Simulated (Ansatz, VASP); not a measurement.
## Two plane-wave programs on Si

```
Si
1.0
     2.71396    0.00000    0.00000
    -1.35698    2.35036    0.00000
     0.00000    0.00000    4.49908
Si
2
Cartesian
  0.0000 1.5669 1.1248
  1.3570 0.7835 3.3743
```

Alike in both runs: functional PBE; k mesh 17 × 17 × 9; occupations fermi-dirac, width 0.08 eV; no spin polarisation.

Ansatz relaxed the structure, and its values are those at the end. VASP's run is a single point on that final structure, the one shown.

```csv
,VASP,Ansatz
version,VASP 6.6.1,Ansatz 0.2.0
potentials or method,"VASP PAW PBE potentials, release 64 (Si)","PAW with Ansatz's default frozen-core files, scalar-relativistic"
plane-wave cutoff (eV),520,420
valence electrons in the cell,8,8
```

|  | VASP | Ansatz | Ansatz less VASP |
| --- | --- | --- | --- |
| pressure (GPa) | 0.0 | 0.0 | +0.03 |

With one functional, cell and mesh, what is left measures potentials, basis and numerics.
